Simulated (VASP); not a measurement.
# MgSe (Fm-3m) in VASP: a series of runs

The runs below take MgSe through relaxation of cell and atoms, electrostatic potential, with r2SCAN+rVV10, HSE06, PBE.

Program: VASP 6.6.1. These are calculated values, not measurements. Logs are shortened: lines on timing, memory, paths and dates and some standing lists are left out, and cuts for length are marked.

**1. The structure**

It takes space group Fm-3m (No. 225, cubic). The conventional cell has a = 5.450 Å, b = 5.450 Å, c = 5.450 Å, α = 90.00°, β = 90.00°, γ = 90.00°. Around Mg (site symmetry m-3m) lie 6 Se at 2.73 Å. Around Se (site symmetry m-3m) lie 6 Mg at 2.73 Å.

The cell was built by a generator and needn't be a form met in nature.

**2. Relaxation of cell and atoms, r2SCAN+rVV10**

The input, INCAR:

```
SYSTEM = MgSe
PREC = Accurate ; ENCUT = 600
EDIFF = 1E-6 ; ISMEAR = 0
SIGMA = 0.02 ; LREAL = .FALSE.
LASPH = .TRUE. ; NELM = 120
ALGO = Normal ; ISIF = 3
LWAVE = .FALSE. ; LCHARG = .FALSE.
METAGGA = R2SCAN ; LMIXTAU = .TRUE.
LUSE_VDW = .TRUE. ; IVDW_NL = 2
BPARAM = 11.95 ; CPARAM = 0.0093
IBRION = 2 ; NSW = 40
EDIFFG = -0.005 ; KPAR = 4
```

The input, KPOINTS:

```
Automatic mesh
0
G
  8 8 8
  0 0 0
```

The input, POSCAR:

```
MgSe
1.0
    0.0000000000      2.7250000000      2.7250000000
    2.7250000000      0.0000000000      2.7250000000
    2.7250000000      2.7250000000      0.0000000000
Mg Se
1 1
Direct
    0.0000000000      0.0000000000      0.0000000000
    0.5000000000      0.5000000000      0.5000000000
```

Potentials or basis: VASP PAW PBE potentials, release 64 (Mg, Se).

Launch:

```
cat potpaw_PBE.64/Mg/POTCAR potpaw_PBE.64/Se/POTCAR > POTCAR
mpirun -np 4 vasp_std > vasp.out
```

OUTCAR:

```text
SYSTEM = MgSe
   PREC = Accurate
   ENCUT = 600
   EDIFF = 1E-6
   ISMEAR = 0
   LREAL = .FALSE.
   LASPH = .TRUE.
   NELM = 120
   ISIF = 3
   METAGGA = R2SCAN
   IVDW_NL = 2
   BPARAM = 11.95
   IBRION = 2
   NSW = 40
   EDIFFG = -0.005

 ion  position               nearest neighbor table
   1  0.000  0.000  0.000-   2 2.73   2 2.73   2 2.73   2 2.73   2 2.73   2 2.73
   2  0.500  0.500  0.500-   1 2.73   1 2.73   1 2.73   1 2.73   1 2.73   1 2.73

  LATTYP: Found a face centered cubic cell.
 ALAT       =     5.4500000000

  Lattice vectors:

 A1 = (   0.0000000000,   2.7250000000,   2.7250000000)
 A2 = (   2.7250000000,   0.0000000000,   2.7250000000)
 A3 = (   2.7250000000,   2.7250000000,   0.0000000000)

Analysis of symmetry for initial positions (statically):
=====================================================================
 Subroutine PRICEL returns:
 Original cell was already a primitive cell.

 Routine SETGRP: Setting up the symmetry group for a
 face centered cubic supercell.

 Subroutine GETGRP returns: Found 48 space group operations
 (whereof 48 operations were pure point group operations)
 out of a pool of 48 trial point group operations.

The static configuration has the point symmetry O_h .

Analysis of symmetry for dynamics (positions and initial velocities):
=====================================================================
 Subroutine PRICEL returns:
 Original cell was already a primitive cell.

 Routine SETGRP: Setting up the symmetry group for a
 face centered cubic supercell.

 Subroutine GETGRP returns: Found 48 space group operations
 (whereof 48 operations were pure point group operations)
 out of a pool of 48 trial point group operations.

The dynamic configuration has the point symmetry O_h .

 Subroutine INISYM returns: Found 48 space group operations
 (whereof 48 operations are pure point group operations),
 and found     1 'primitive' translations

----------------------------------------------------------------------------------------

                                     Primitive cell

  volume of cell :      40.4697

  direct lattice vectors                    reciprocal lattice vectors
     0.000000000  2.725000000  2.725000000    -0.183486239  0.183486239  0.183486239
     2.725000000  0.000000000  2.725000000     0.183486239 -0.183486239  0.183486239
     2.725000000  2.725000000  0.000000000     0.183486239  0.183486239 -0.183486239

  length of vectors
     3.853731957  3.853731957  3.853731957     0.317807488  0.317807488  0.317807488

  position of ions in fractional coordinates (direct lattice)
     0.000000000  0.000000000  0.000000000
     0.500000000  0.500000000  0.500000000

  ion indices of the primitive-cell ions
   primitive index   ion index
                 1           1
                 2           2

----------------------------------------------------------------------------------------

 KPOINTS: Automatic mesh

Automatic generation of k-mesh.
 Grid dimensions read from file:
 generate k-points for:    8    8    8

 Generating k-lattice:

  Cartesian coordinates                     Fractional coordinates (reciprocal lattice)
    -0.022935780  0.022935780  0.022935780     0.125000000  0.000000000  0.000000000
     0.022935780 -0.022935780  0.022935780     0.000000000  0.125000000  0.000000000
     0.022935780  0.022935780 -0.022935780     0.000000000  0.000000000  0.125000000

  Length of vectors
     0.039725936  0.039725936  0.039725936

  Shift w.r.t. Gamma in fractional coordinates (k-lattice)
     0.000000000  0.000000000  0.000000000

 Subroutine IBZKPT returns following result:
 ===========================================

 Found     29 irreducible k-points:

 Following reciprocal coordinates:
            Coordinates               Weight
  0.000000  0.000000  0.000000      1.000000
  0.125000  0.000000  0.000000      8.000000
  0.250000  0.000000  0.000000      8.000000
  0.375000  0.000000  0.000000      8.000000
  0.500000  0.000000  0.000000      4.000000
  0.125000  0.125000  0.000000      6.000000
[... 16 lines left out ...]
  0.500000  0.250000  0.125000     48.000000
 -0.375000  0.250000  0.125000     24.000000
 [... further k-points ...]
   k-points           NKPTS =     29   k-points in BZ     NKDIM =     29   number of bands    NBANDS=      8
   number of dos      NEDOS =    301   number of ions     NIONS =      2
   total plane-waves  NPLWV =  32768
   dimension x,y,z NGX =    32 NGY =   32 NGZ =   32
   dimension x,y,z NGXF=    64 NGYF=   64 NGZF=   64
   ions per type =               1   1
   NGX,Y,Z   is equivalent  to a cutoff of  13.80, 13.80, 13.80 a.u.
   NGXF,Y,Z  is equivalent  to a cutoff of  27.61, 27.61, 27.61 a.u.
 SYSTEM =  MgSe
   PREC   = accura    normal or accurate (medium, high low for compatibility)
   ISTART =      0    job   : 0-new  1-cont  2-samecut
   ICHARG =      2    charge: 1-file 2-atom 10-const
   ISPIN  =      1    spin polarized calculation?
   LNONCOLLINEAR =      F non collinear calculations
   LSORBIT =      F    spin-orbit coupling
   LASPH  =      T    aspherical Exc in radial PAW
   ENCUT  =  600.0 eV  44.10 Ry    6.64 a.u.   7.70  7.70  7.70*2*pi/ulx,y,z
   NELM   =    120;   NELMIN=  2; NELMDL= -5     # of ELM steps
   EDIFF  = 0.1E-05   stopping-criterion for ELM
   LREAL  =      F    real-space projection
   EDIFFG = -.5E-02   stopping-criterion for IOM
   NSW    =     40    number of steps for IOM
   IBRION =      2    ionic relax: 0-MD 1-quasi-New 2-CG
   NFREE  =      1    steps in history (QN), initial steepest desc. (CG)
   ISIF   =      3    stress and relaxation
   ISYM   =      2    0-nonsym 1-usesym 2-fastsym
   POTIM  = 0.5000    time-step for ionic-motion
   TEBEG  =    0.0;   TEEND  =   0.0 temperature during run
   PSTRESS=    0.0 pullay stress
   NELECT =       8.0000    total number of electrons
   NUPDOWN=      -1.0000    fix difference up-down
   EMIN   =  10.00;   EMAX   =-10.00  energy-range for DOS
   EFERMI =   0.00;   METHOD = LEGACY
   ISMEAR =     0;   SIGMA  =   0.02  broadening in eV -4-tet -1-fermi 0-gaus
   EFERMI_NEDOS =   21; number of points for ismear=-14 and -15
   IALGO  =     38    algorithm
   IMIX   =      4    mixing-type and parameters
     AMIX     =   0.40;   BMIX     =  1.00
     AMIX_MAG =   1.60;   BMIX_MAG =  1.00
  volume/ion in A,a.u.               =      20.23       136.55
  Fermi-wavevector in a.u.,A,eV,Ry     =   0.953663  1.802162 12.374136  0.909473
  Thomas-Fermi vector in A             =   2.082339
   LORBIT       =      0    0 simple, 1 ext, 2 COOP (PROOUT), +10 PAW based schemes
   METAGGA = R2SCAN    functional components
   LHFCALC =     F    Hartree Fock is set to
   AEXX    =    0.0000 exact exchange contribution
   IVDW_NL    =     2    kernel type
   BPARAM     =11.9500
   IVDW    =     0    specifies the selected vdW correction
   LEPSILON=     F    determine dielectric tensor
   LRPA    =     F    only Hartree local field effects (RPA)
 conjugate gradient relaxation of ions
 non-spin polarized calculation
 Gauss-broadening in eV      SIGMA  =   0.02
  energy-cutoff  :      600.00
  volume of cell :       40.47
 maximum number of plane-waves:      1365
   NGX = 15   NGY = 15   NGZ = 15

--------------------------------------- Ionic step        1  -------------------------------------------

 number of electron       8.0000000 magnetization

 Free energy of the ion-electron system (eV)
  ---------------------------------------------------
  ext. energy  EPLUGINS =         0.00000000
  ---------------------------------------------------
  free energy    TOTEN  =       -21.13393306 eV

  energy without entropy =      -21.13393306  energy(sigma->0) =      -21.13393306

------------------------ aborting loop because EDIFF is reached ----------------------------------------

  FORCE on cell =-STRESS in cart. coord.  units (eV):
  Direction    XX          YY          ZZ          XY          YZ          ZX
  --------------------------------------------------------------------------------------
  -------------------------------------------------------------------------------------
  Total       -0.0868322     -0.0868322     -0.0868322     -0.0000000      0.0000000      0.0000000
  in kB       -3.4376519     -3.4376519     -3.4376519     -0.0000000      0.0000000      0.0000000
  external PRESSURE =      -3.4376519 kB  Pullay stress =       0.0000000 kB

 VOLUME and BASIS-vectors are now :
 -----------------------------------------------------------------------------
  energy-cutoff  :      600.00
  volume of cell :       40.47
      direct lattice vectors                 reciprocal lattice vectors
     0.000000000  2.725000000  2.725000000    -0.183486239  0.183486239  0.183486239
     2.725000000  0.000000000  2.725000000     0.183486239 -0.183486239  0.183486239
     2.725000000  2.725000000  0.000000000     0.183486239  0.183486239 -0.183486239
[... 109 lines left out ...]
 POSITION                                       TOTAL-FORCE (eV/Angst)
 -----------------------------------------------------------------------------------
      0.00000      0.00000      0.00000        -0.000000     -0.000000      0.000000
      2.72342      2.72342      2.72342         0.000000      0.000000     -0.000000
 -----------------------------------------------------------------------------------
    total drift:                               -0.000000     -0.000000      0.000000

  FREE ENERGIE OF THE ION-ELECTRON SYSTEM (eV)
  ---------------------------------------------------
  free  energy   TOTEN  =       -21.1341162106 eV

  energy  without entropy=      -21.1341162106  energy(sigma->0) =      -21.13411621

--------------------------------------- Ionic step        5  -------------------------------------------

 number of electron       8.0000000 magnetization

 Free energy of the ion-electron system (eV)
  ---------------------------------------------------
  ext. energy  EPLUGINS =         0.00000000
  ---------------------------------------------------
  free energy    TOTEN  =       -21.13412873 eV

  energy without entropy =      -21.13412873  energy(sigma->0) =      -21.13412873

 E-fermi :   3.1293     XC(G=0):  -9.8944

 val. band max:        2.9776559363   @ k =   0.0000   0.0000   0.0000
 cond. band min:       5.4147637109   @ k =   0.5000   0.5000   0.0000
 fundamental gap:      2.4371077746
 Fermi energy:         3.1292523907

 k-point     1 :       0.0000    0.0000    0.0000
  band No.  band energies     occupation
      1     -10.4254      2.00000
      2       2.9777      2.00000
      3       2.9777      2.00000
      4       2.9777      2.00000
      5       6.4477      0.00000
      6      10.9707      0.00000
      7      10.9707      0.00000
      8      10.9707      0.00000

 k-point     2 :       0.1250    0.0000    0.0000
  band No.  band energies     occupation
      1     -10.2869      2.00000
      2       1.8209      2.00000
      3       2.8720      2.00000
      4       2.8720      2.00000
      5       7.3423      0.00000
      6      10.6980      0.00000
      7      11.2119      0.00000
      8      11.2119      0.00000
[... 221 lines left out ...]
 k-point    23 :       0.5000    0.2500    0.1250
  band No.  band energies     occupation
      1      -9.2538      2.00000
      2      -1.1164      2.00000
      3       0.8644      2.00000
      4       1.9175      2.00000
      5       8.3846      0.00000
      6       9.3459      0.00000
      7      10.8664      0.00000
      8      12.0496      0.00000

 k-point    24 :      -0.3750    0.2500    0.1250
  band No.  band energies     occupation
      1      -9.0792      2.00000
      2      -1.4985      2.00000
      3       0.7217      2.00000
      4       1.7402      2.00000
      5       8.3480      0.00000
      6       9.0512      0.00000
      7      11.4109      0.00000
      8      12.8342      0.00000

 [... further k-points ...]
[... 5 lines left out ...]
  --------------------------------------------------------------------------------------
  -------------------------------------------------------------------------------------
  Total        0.0079624      0.0079624      0.0079624      0.0000000      0.0000000     -0.0000000
  in kB        0.3154722      0.3154722      0.3154722      0.0000000      0.0000000     -0.0000000
  external PRESSURE =       0.3154722 kB  Pullay stress =       0.0000000 kB

 VOLUME and BASIS-vectors are now :
 -----------------------------------------------------------------------------
  energy-cutoff  :      600.00
  volume of cell :       40.44
      direct lattice vectors                 reciprocal lattice vectors
     0.000000000  2.724299382  2.724299382    -0.183533426  0.183533426  0.183533426
     2.724299382  0.000000000  2.724299382     0.183533426 -0.183533426  0.183533426
     2.724299382  2.724299382 -0.000000000     0.183533426  0.183533426 -0.183533426

 POSITION                                       TOTAL-FORCE (eV/Angst)
 -----------------------------------------------------------------------------------
      0.00000      0.00000      0.00000         0.000000     -0.000000     -0.000000
      2.72430      2.72430      2.72430        -0.000000      0.000000      0.000000
 -----------------------------------------------------------------------------------
    total drift:                               -0.000000     -0.000000      0.000000

  FREE ENERGIE OF THE ION-ELECTRON SYSTEM (eV)
  ---------------------------------------------------
  free  energy   TOTEN  =       -21.1341287299 eV

  energy  without entropy=      -21.1341287299  energy(sigma->0) =      -21.13412873

 reached required accuracy - stopping structural energy minimisation
```

Wall time 5.2 min (4 MPI ranks of Intel Xeon Platinum 8259CL at 2.50GHz (Skylake/Cascade Lake), shared host); peak memory 0.32 GiB.

What came out:

- Free energy: -21.1341 eV
- Relaxed volume: 20.22 Å³/atom
- Relaxed cell: a = 3.853 Å, b = 3.853 Å, c = 3.853 Å, α = 60.00°, β = 60.00°, γ = 60.00°
- Space group after relaxing (to 0.05 Å): Fm-3m (No. 225)
- Energy gained by relaxing: 0.1 meV/atom
- Ionic steps: 5
- Pressure after relaxing: 0.0 GPa
- Band gap on the k mesh: 2.44 eV, indirect (least direct gap 3.47 eV)

Step by step:
| step | energy change (eV) | largest force (eV/Å) | pressure (GPa) | volume (Å³) |
| --- | --- | --- | --- | --- |
| 1 | 0.0000 | 0.0000 | -0.34 | 40.47 |
| 2 | 0.0001 | 0.0000 | 0.41 | 40.22 |
| 3 | -0.0002 | 0.0000 | 0.16 | 40.37 |
| 4 | -0.0002 | 0.0000 | 0.10 | 40.40 |
| 5 | -0.0002 | 0.0000 | 0.03 | 40.44 |

Final structure:
```yaml
crystal:
  lattice:
    - [0.00000, 2.72430, 2.72430]
    - [2.72430, 0.00000, 2.72430]
    - [2.72430, 2.72430, 0.00000]
  atoms:
    - { symbol: Mg, position: [0.00000, 0.00000, 0.00000] }
    - { symbol: Se, position: [0.50000, 0.50000, 0.50000] }
```

Caveat: the PAW data sets were made with another functional, which shifts forces and pressure a little. r2SCAN opens gaps a little over a GGA but as a rule still falls short of measured ones.

**3. Electrostatic potential, r2SCAN+rVV10**

The input, INCAR:

```
  PREC = Accurate
  ENCUT = 520
  EDIFF = 1E-6
  ISMEAR = 0
  SIGMA = 0.02
  LREAL = False
  LASPH = True
  NELM = 100
  ALGO = Normal
  ISIF = 2
  LWAVE = False
  LCHARG = True
  METAGGA = R2SCAN
  LMIXTAU = True
  LUSE_VDW = True
  IVDW_NL = 2
  BPARAM = 11.95
  CPARAM = 0.0093
  LVHAR = True
  KPAR = 4
```

The input, KPOINTS:

```
Automatic mesh
0
Gamma
  8 8 8
```

The input, POSCAR:

```
MgSe                                    
1.0
    0.0000000000      2.7242993825      2.7242993825
    2.7242993825      0.0000000000      2.7242993825
    2.7242993825      2.7242993825     -0.0000000000
  Mg              Se            
     1     1
Direct
     0.0000000000000000    0.0000000000000000    0.0000000000000000
     0.5000000000000000    0.5000000000000000    0.5000000000000000
```

Potentials or basis: VASP PAW PBE potentials, release 64 (Mg, Se).

Launch:

```
cat potpaw_PBE.64/Mg/POTCAR potpaw_PBE.64/Se/POTCAR > POTCAR
mpirun -np 4 vasp_std > vasp.out
```

Run time: 1.9 min. Hardware: 4 MPI ranks of Intel Xeon Platinum 8259CL at 2.50GHz (Skylake/Cascade Lake), shared host; peak memory 0.28 GiB.

It converged, with:

```
Free energy            : -21.1331 eV
Pressure               : 0.0 GPa
Band gap on the k mesh : 2.44 eV, indirect (least direct gap 3.47 eV)
```

Levels at points of the mesh, in eV from the valence-band top:
| k point | band 1 | band 2 | band 3 | band 4 | band 5 | band 6 | band 7 | band 8 |
| --- | --- | --- | --- | --- | --- | --- | --- | --- |
| (0.00, 0.00, 0.00) | -13.40 | 0.00 | 0.00 | 0.00 | 3.47 | 7.99 | 7.99 | 7.99 |
| (0.50, 0.00, 0.00) | -12.24 | -5.00 | -0.61 | -0.61 | 4.48 | 6.69 | 6.69 | 9.65 |
| (0.50, 0.50, 0.00) | -11.89 | -4.35 | -1.83 | -1.83 | 2.44 | 4.48 | 12.84 | 13.28 |

Caveat: the PAW data sets were made with another functional, which shifts forces and pressure a little. r2SCAN opens gaps a little over a GGA but as a rule still falls short of measured ones.

(Continued in part 2 of 2.)
